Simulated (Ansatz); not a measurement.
# GaN (P6_3mc): the dielectric response by several routes

Wanted: ε∞ of GaN (P6_3mc) from perturbation theory, a sum over states and the RPA step of G0W0, with cost.

Program: Ansatz 0.2.0. Level of theory: linear response on PBE, plane waves, PAW. Results are calculated unless marked as measured.

The database entry behind the starting cell differs from later determinations by our own check (about 0.3 % short, ideal inner coordinate), so it need not match the best structure at ambient conditions.

### 1. Starting point

It takes space group P6_3mc (No. 186, hexagonal). The conventional cell has a = 3.180 Å, b = 3.180 Å, c = 5.166 Å, α = 90.00°, β = 90.00°, γ = 120.00°. Nearest to Ga lie 4 N at 1.94 to 1.95 Å. Nearest to N lie 4 Ga at 1.94 to 1.95 Å. Farther neighbours and most contacts between anions are not listed.

The cell and positions come from the Crystallography Open Database and are kept as given unless a step says otherwise. The default PAW set here is soft_2. Its files were made with PBE.

### 2. Response to a homogeneous field

ε∞ sets how strongly the crystal screens. Perturbation theory gives it with local fields and without a sum over empty bands.

This step: dielectric response by perturbation theory, PBE, plane waves, PAW.

input.yaml reads:

```yaml
crystal:
  lattice:
    - [3.18, 0.0, 0.0]
    - [-1.59, 2.753960784, 0.0]
    - [0.0, 0.0, 5.166]
  atoms:
    - { symbol: Ga, position: [0.3333333333, 0.6666666667, 0.0] }
    - { symbol: Ga, position: [0.6666666667, 0.3333333333, 0.5] }
    - { symbol: "N", position: [0.3333333333, 0.6666666667, 0.375] }
    - { symbol: "N", position: [0.6666666667, 0.3333333333, 0.875] }
kpoints:
  mp_grid: { grid: [9, 9, 4] }
hamiltonian:
  xc: pbe
scf:
  occupations: { method: fixed }
dielectric: {}
```

On the command line:

```console
> ansatz run input.yaml --threads 3 --pin off --max-ram 92160MiB --backend cuda --events-out ev --progress --plain --runs-dir out --devices 1 --max-vram 13GiB  # rebuilt from the run's record
```

Numbers of over 12 decimals in the logs are rounded to 6 here.

The log of the run:

```text
GPUs: using 1 of 1 available (devices: 1).
Engine: ansatz 0.2.0, x86_64-unknown-linux-gnu
Pseudopotentials: kind: paw
Pseudopotential: Ga, paw, valence charge 13, recommended cutoff 420 eV (normal), Ga.paw.azcp
Pseudopotential: N, paw, valence charge 5, recommended cutoff 420 eV (normal), N.paw.azcp
Functional definition: PBE
  parameter kappa = 0.804
  parameter beta = 0.066725
  exchange = pbe_x(kappa = kappa, mu = beta*pi^2/3)
  correlation = pbe_c(beta = beta)
device memory: the entry about to start is reckoned to put 1.9 GiB on a device that reports 36.6 GiB free (of which the cap on the GPU budget leaves the run 13.0 GiB)
GPU FFT provider: cuFFT
GPU libraries: cuBLAS 13.8.2, cuFFT 12.4.0, cuSOLVER 12.3.4
Crystal: 4 atoms, lattice volume = 45.242 Å³
Basis set: ecut = 420 eV, 881 PW (Γ), exchange–correlation on 48×48×72 points (8 copies of the dense FFT grid, shifted against one another)
Bands: 22, of which v1, the nominal top of the filled ones, is band 18 counted from 1 (17 counted from 0)
Symmetry: 12 space group operations
k-points: 95 of 324 (irreducible under 2 space group operations, time reversal used)
Non-local potential: Ga, projectors of the file, l = 0: 2, l = 1: 2, l = 2: 3, l = 3: 1
Non-local potential: N, projectors of the file, l = 0: 2, l = 1: 2, l = 2: 1
PAW form: soft (Blöchl's): semilocal exchange-correlation on the pseudo side does not see the compensation charge
PAW one-centre angular grid: Ga, 590 points (default); XC on 64 Gauss nodes
PAW one-centre angular grid: N, 110 points (default); XC on 64 Gauss nodes
Initial density: superposition of atomic densities (neutral atoms: chi_scale 0, normalization atom), corrected by the library's trained network
Initial wavefunctions: pseudopotential atomic-orbital guess
GPU buffer pool allocated for 20736 grid points (all kernels)
GPU transforms: local potential and band sums: pruned to the plane-wave sphere, on 24×24×36
Functional: x = pbe(κ = 0.804, μ = 0.219515), c = pbe(β = 0.066725)
SCF iter   1: F=—  HF=-8335.795218 eV  |F-HF|=—  |Δ(HF+E_count)|=         —  Δρ=8.45e-4  dr2=1.81e-4  ethr=1.77e-3  ⟨swp⟩=4.3  Hψ=7559  notcnv=0  defer=98
preconditioner: auto → Resta (q_TF=auto, 2.626 Å⁻¹)  ε∞=5.0  [insulator: Δε(μ)=1.958 eV  Ē_g=16.645 eV  n_scr=22 (ndim 8)  ℏωp=33.1 eV  f_vac=0.008  ε∞_Penn≈5.0]
SCF iter   2: F=—  HF=-8335.795833 eV  |F-HF|=—  |Δ(HF+E_count)|=   6.15e-4  Δρ=4.03e-4  dr2=2.57e-5  ethr=5.02e-7  ⟨swp⟩=2.1  Hψ=4764  notcnv=0  defer=188
SCF iter   3: F=—  HF=-8335.795951 eV  |F-HF|=—  |Δ(HF+E_count)|=   1.18e-4  Δρ=1.87e-4  dr2=6.69e-6  ethr=7.13e-8  ⟨swp⟩=2.0  Hψ=3765  notcnv=0  defer=51
SCF iter   4: F=—  HF=-8335.796078 eV  |F-HF|=—  |Δ(HF+E_count)|=   1.27e-4  Δρ=5.63e-5  dr2=9.69e-7  ethr=1.86e-8  ⟨swp⟩=2.0  Hψ=3772  notcnv=0
SCF iter   5: F=—  HF=-8335.796080 eV  |F-HF|=—  |Δ(HF+E_count)|=   2.74e-6  Δρ=1.81e-5  dr2=9.19e-8  ethr=2.69e-9  ⟨swp⟩=2.0  Hψ=3776  notcnv=0  defer=18
SCF iter   6: F=—  HF=-8335.796081 eV  |F-HF|=—  |Δ(HF+E_count)|=   2.43e-7  Δρ=4.45e-6  dr2=8.14e-9  ethr=2.55e-10  ⟨swp⟩=2.6  Hψ=3800  notcnv=0  defer=30
SCF iter   7: F=—  HF=-8335.796081 eV  |F-HF|=—  |Δ(HF+E_count)|=   4.41e-9  Δρ=1.63e-6  dr2=8.73e-10  ethr=2.26e-11  ⟨swp⟩=2.2  Hψ=3356  notcnv=0  defer=30
SCF iter   8: F=-8335.796081 eV  HF=-8335.796081 eV  |F-HF|=1.46e-11  |Δ(HF+E_count)|=  4.38e-10  Δρ=1.98e-7  dr2=1.80e-11  ethr=1.00e-12  ⟨swp⟩=3.7  Hψ=8360  notcnv=0
SCF 1 converged in 8 iterations: F = -8335.796081 eV  dr2 = 1.80e-11
  greatest PAW one-centre occupation: 0.995 electrons in one spin orbital (limit 2), on the Ga atom at site 1 (counted from 0), in its partial waves of l = 2
the response reads at least the filled bands of the reference SCF and the lowest empty band at each k-point, and that SCF's band table does not vouch for those bands. The notice of the band table in this run's record says why
device memory: the entry about to start is reckoned to put 0.3 GiB on a device that reports 35.1 GiB free (of which the cap on the GPU budget leaves the run 13.0 GiB)
NSCF: frozen V_eff on 1 k-points
device memory: the entry about to start is reckoned to put 0.3 GiB on a device that reports 36.5 GiB free (of which the cap on the GPU budget leaves the run 13.0 GiB)
NSCF: frozen V_eff on 1 k-points
device memory: the entry about to start is reckoned to put 0.3 GiB on a device that reports 36.5 GiB free (of which the cap on the GPU budget leaves the run 13.0 GiB)
NSCF: frozen V_eff on 1 k-points
device memory: the entry about to start is reckoned to put 0.3 GiB on a device that reports 36.5 GiB free (of which the cap on the GPU budget leaves the run 13.0 GiB)
NSCF: frozen V_eff on 1 k-points
device memory: the entry about to start is reckoned to put 0.1 GiB on a device that reports 36.5 GiB free (of which the cap on the GPU budget leaves the run 13.0 GiB)
device memory: the entry about to start is reckoned to put 1.0 GiB on a device that reports 36.6 GiB free (of which the cap on the GPU budget leaves the run 13.0 GiB)
DFPT response loops at Γ: preconditioner auto → Resta (q_TF=auto, 2.626 Å⁻¹)  ε∞=5.5 (no band partly filled); β = 1.00, the filter's whole step (`scf.mixing.beta` (0.50) is not read by the response loops at its default; to damp them type it under 1.00, their step now; it binds the ground state too); Broyden in place of MSR1
── the response to a field inside a basis, on 12×12×6 k-points: an SCF that follows is theirs, and a resumed run solves both again ──
device memory: the entry about to start is reckoned to put 0.2 GiB on a device that reports 34.7 GiB free (of which the cap on the GPU budget leaves the run 13.0 GiB)
GPU FFT provider: cuFFT
GPU libraries: cuBLAS 13.8.2, cuFFT 12.4.0, cuSOLVER 12.3.4
Bands: 19, of which v1, the nominal top of the filled ones, is band 18 counted from 1 (17 counted from 0)
k-points: 126 of 864 (irreducible under 4 space group operations, time reversal used)
Initial density: handed on by an earlier stage of this run
Initial wavefunctions: pseudopotential atomic-orbital guess (no wavefunctions were taken with the density)
GPU buffer pool allocated for 20736 grid points (all kernels)
GPU transforms: band sums: pruned to the plane-wave sphere, on 24×24×36
Eigensolver: Dense (126 Hₖ)
SCF iter   1: F=—  HF=-8335.795798 eV  |F-HF|=—  |Δ(HF+E_count)|=         —  Δρ=5.20e-4  dr2=2.95e-5  ethr=1.00e-1
preconditioner: auto → Resta (q_TF=auto, 2.626 Å⁻¹)  ε∞=5.9  [insulator: Δε(μ)=2.361 eV  Ē_g=14.914 eV  n_scr=22 (ndim 8)  ℏωp=33.1 eV  f_vac=0.009  ε∞_Penn≈5.9]
SCF iter   2: F=—  HF=-8335.795815 eV  |F-HF|=—  |Δ(HF+E_count)|=   1.70e-5  Δρ=3.59e-4  dr2=2.13e-5  ethr=8.19e-8
SCF iter   3: F=—  HF=-8335.795821 eV  |F-HF|=—  |Δ(HF+E_count)|=   6.19e-6  Δρ=6.63e-5  dr2=5.76e-7  ethr=5.91e-8
SCF iter   4: F=—  HF=-8335.795819 eV  |F-HF|=—  |Δ(HF+E_count)|=   2.26e-6  Δρ=1.29e-5  dr2=4.11e-8  ethr=1.60e-9
SCF iter   5: F=-8335.795819 eV  HF=-8335.795819 eV  |F-HF|=3.51e-9  |Δ(HF+E_count)|=   1.55e-7  Δρ=5.48e-6  dr2=9.06e-9  ethr=1.14e-10
SCF 1 converged in 5 iterations: F = -8335.795819 eV  dr2 = 9.06e-9
  greatest PAW one-centre occupation: 0.995 electrons in one spin orbital (limit 2), on the Ga atom at site 0 (counted from 0), in its partial waves of l = 2
device memory: the entry about to start is reckoned to put 0.1 GiB (of the 0.1 GiB reckoned in all, the device holds 0.1 GiB already) on a device that reports 30.1 GiB free (of which the cap on the GPU budget leaves the run 12.9 GiB)
device memory: the entry about to start is reckoned to put 1.7 GiB on a device that reports 30.1 GiB free (of which the cap on the GPU budget leaves the run 12.9 GiB)
DFPT response loops at Γ: preconditioner auto → Resta (q_TF=auto, 2.626 Å⁻¹)  ε∞=5.0 (no band partly filled); β = 1.00, the filter's whole step (`scf.mixing.beta` (0.50) is not read by the response loops at its default; to damp them type it under 1.00, their step now; it binds the ground state too); Broyden in place of MSR1
SCF converged after 8 iterations
Free energy (F): -8335.796081 eV
Harris-Foulkes:  -8335.796081 eV  (|F-HF|=1.46e-11)
Internal energy: -8335.796081 eV  (E = F + TS)
E sigma→0 (E₀):  -8335.796081 eV
Fermi energy:    9.851911 eV
--- Per-component energies (eV) ---
  E_band       = -5.325622
  E_kinetic    = 495.404044
  E_local      = -3888.974781  (includes V_loc(G=0)·N_el)
  E_nonlocal   = 948.894651
  E_hartree    = 1791.443418
  E_xc         = -257.979437
  E_vxc        = -268.793272  (∫ρ·V_xc dr)
  E_paw        = -4240.757302  (= ΣΔE_a)
  E_vpaw       = -874.743033  (= ΣTr[D̂ρ^β])
  E_aug_tail   = 0.000054  (compensation charges beyond the density's cutoff)
  E_ewald      = -3183.826728
  E_smearing   = -0.000000  (= −TS)
  E_closure    = -0.000000  (closes the sum)
  Σ components = -8335.796081   (vs F -8335.796081, Δ=0.00e0)
--- Band table (eV; the first three rows and the last of 95) ---
  k-point 0: bands = [... 14 lower, 8.7902, 9.7925, 9.8519, 9.8519, 11.8163, 14.1548, 19.1051, 19.7819]
  k-point 1: bands = [... 14 lower, 8.9382, 8.9382, 9.6894, 9.6894, 13.0043, 14.2601, 18.7157, 19.4885]
  k-point 2: bands = [... 14 lower, 9.3073, 9.3073, 9.3073, 9.3073, 14.1427, 14.1427, 18.3977, 18.3977]
  k-point 94: bands = [... 14 lower, 6.8890, 6.8890, 8.0758, 8.0758, 15.6398, 15.6398, 17.8808, 17.8808]
--- Dielectric response (ions clamped): 3 representative field directions + reference, inside a basis on a mesh of 864 k-points (Σ response iterations 18) ---
  ε∞ (high-frequency dielectric tensor):
        5.744188    -0.000000     0.000000
       -0.000000     5.744188    -0.000000
        0.000000    -0.000000     5.879965
  Born effective charges Z* (e; rows j = field, columns β = displacement):
    site 0:
         2.62112   -0.00000    0.00000
        -0.00000    2.62112   -0.00000
         0.00000   -0.00000    2.75181
    site 1:
         2.62112   -0.00000    0.00000
        -0.00000    2.62112    0.00000
         0.00000   -0.00000    2.75181
    site 2:
        -2.62112    0.00000   -0.00000
         0.00000   -2.62112    0.00000
        -0.00000    0.00000   -2.75181
    site 3:
        -2.62112    0.00000   -0.00000
        -0.00000   -2.62112    0.00000
        -0.00000    0.00000   -2.75181
  Z* charge neutrality: 2.571e-3 e pre-enforcement
  solved inside a basis spanned on kpoints, on 12×12×6 k-points, its susceptibility summed on 18×18×10: ε∞ is read to err by 1.8e-2, Z* by 2.4e-2 e (field_mesh: kpoints solves on kpoints); Z* is corrected for what the basis lacks
```

Run time: 57 s. Hardware: 1 × NVIDIA H100 80GB HBM3 (shared by 6 runs) with 3 threads of AMD EPYC 7R13 (Zen 3), shared host; peak memory 1.9 GiB; 95 s of CPU time.

Numbers from this step:

| Item | Value |
| --- | --- |
| stated error of ε∞ | 0.018 |

One over ε∞ averages 0.17, somewhat under the quarter of exact exchange in PBE0.

High-frequency dielectric tensor:

```
5.74 0.00 0.00
0.00 5.74 0.00
0.00 0.00 5.88
```

Born effective charge (e), principal values of the symmetric part by kind of site:

| atom | atoms with these values | low | middle | high | mean |
| --- | --- | --- | --- | --- | --- |
| Ga1 | 2 | 2.62 | 2.62 | 2.75 | 2.66 |
| N3 | 2 | -2.75 | -2.62 | -2.62 | -2.66 |

In full for N3:

```
-2.62  0.00  0.00
 0.00 -2.62  0.00
 0.00  0.00 -2.75
```

### 3. Independent-particle spectrum

The independent-particle spectrum shows where the oscillator strength lies, before excitons and local fields.

This step: independent-particle optics on PBE, plane waves, PAW.

Changes to input.yaml since step 2:

```diff
@@ -11,3 +11,3 @@
 kpoints:
-  mp_grid: { grid: [9, 9, 4] }
+  mp_grid: { grid: [12, 12, 4] }
 hamiltonian:
@@ -16,2 +16,4 @@
   occupations: { method: fixed }
-dielectric: {}
+  n_extra_bands: 31
+output:
+  optics: { e_range: [0, 25], de: 0.1, sigma: 0.2 }
```

The log of the run:

```text
[...]
GPUs: using 1 of 1 available (devices: 1).
[...]
GPU FFT provider: cuFFT
GPU libraries: cuBLAS 13.8.2, cuFFT 12.4.0, cuSOLVER 12.3.4
Crystal: 4 atoms, lattice volume = 45.242 Å³
Basis set: ecut = 420 eV, 881 PW (Γ)
Bands: 49, of which v1, the nominal top of the filled ones, is band 18 counted from 1 (17 counted from 0)
Symmetry: 12 space group operations
[...]
k-points: 57 of 576 (time reversal used)
[...]
GPU buffer pool allocated for 20736 grid points (all kernels)
[...]
SCF iter   1: F=—  HF=-8335.795527 eV  |F-HF|=—  |Δ(HF+E_count)|=         —  Δρ=9.18e-4  dr2=2.49e-4  ethr=1.77e-3  ⟨swp⟩=4.6  Hψ=9462  notcnv=0  defer=1609
[...]
SCF iter   8: F=-8335.796292 eV  HF=-8335.796292 eV  |F-HF|=1.82e-12  |Δ(HF+E_count)|=  4.98e-10  Δρ=1.41e-7  dr2=7.04e-12  ethr=1.00e-12  ⟨swp⟩=9.9  Hψ=19379  notcnv=0
SCF 1 converged in 8 iterations: F = -8335.796292 eV  dr2 = 7.04e-12
[...]
Optics k sum: 0 of 57 k-points
Optics k sum: 3 of 57 k-points
[...]
Optics k sum: 57 of 57 k-points
[...]
SCF converged after 8 iterations
Free energy (F): -8335.796292 eV
[...]
Internal energy: -8335.796292 eV  (E = F + TS)
E sigma→0 (E₀):  -8335.796292 eV
Fermi energy:    9.851773 eV
[...]
--- Band table (eV; the first three rows and the last of 57) ---
  k-point 0: bands = [... 14 lower, 8.7900, 9.7924, 9.8518, 9.8518, 11.8162, 14.1547, 19.1050, 19.7819, ... 27 higher]
  k-point 1: bands = [... 14 lower, 8.9381, 8.9381, 9.6892, 9.6892, 13.0042, 14.2600, 18.7156, 19.4885, ... 27 higher]
  k-point 2: bands = [... 14 lower, 9.3072, 9.3072, 9.3072, 9.3072, 14.1426, 14.1426, 18.3977, 18.3977, ... 27 higher]
  k-point 56: bands = [... 14 lower, 5.6264, 5.6264, 8.3451, 8.3451, 16.3472, 16.3472, 17.1816, 17.1816, ... 27 higher]
```

Wall time 41 s (1 × NVIDIA H100 80GB HBM3 (shared by 6 runs) with 3 threads); peak memory 1.4 GiB; 99 s of CPU time.

This step gave:

```
ε∞ without local fields (xx, yy, zz)                                   : 5.881, 5.881, 5.999
electrons in the f-sum (xx, yy, zz)                                    : 16.86, 16.86, 16.86
bands in the explicit sum (the static value is completed to all bands) : 49
```

The sum gives ε∞ = 5.88 and 6.00 without local fields.

The ε₂ has structure finer than the step of the table below, so its rows give means over 1 eV, whole bins alone (the curve runs from 0 to 25 eV). Peaks (eV: height): xx=yy 6.6: 7.88, 7.9: 8.69, 9.1: 7.00, 11.1: 7.15; zz 6.0: 9.18, 7.8: 8.11, 9.7: 6.03, 10.8: 9.91.

Independent particles, no local fields, Gaussian width 0.2 eV. Table of ε₂ by photon energy; means over each step:

| photon energy (eV) | xx=yy | zz |
| --- | --- | --- |
| 1 | 8.9e-6 | 0 |
| 2 | 0.430 | 0.394 |
| 3 | 1.27 | 1.38 |
| 4 | 1.53 | 1.74 |
| 5 | 2.53 | 2.48 |
| 6 | 6.12 | 7.86 |
| 7 | 6.83 | 7.18 |
| 8 | 7.59 | 6.64 |
| 9 | 6.22 | 4.16 |
| 10 | 5.12 | 5.05 |
| 11 | 6.48 | 8.40 |
| 12 | 5.13 | 5.00 |
| 13 | 2.41 | 2.01 |
| 14 | 1.81 | 1.66 |
| 15 | 1.23 | 1.51 |
| 16 | 0.857 | 0.939 |
| 17 | 0.820 | 0.656 |
| 18 | 0.703 | 0.635 |
| 19 | 0.630 | 0.594 |
| 20 | 0.508 | 0.576 |
| 21 | 0.524 | 0.569 |
| 22 | 0.406 | 0.418 |
| 23 | 0.511 | 0.480 |
| 24 | 0.428 | 0.491 |

[end of part 1 of 2]

[Paths, hosts, dates, memory and timing lines, banners, echoed tables and standing remarks are left out of the program output.]

[Logs are printed without paths, hosts, clocks, repeated set-up lines and the standing remarks that a program may print on its own settings, such as how far it seeks lower states.]

[Runs of the session that timed out or met a known fault of the program may be left out.]

[Cells called generated may have been cut or substituted from an entry of the Crystallography Open Database or the Materials Project.]

[Hosts, paths, dates, database ids (printed as entryN), source tags and the programs' standing remarks are cut or masked in the printed files.]
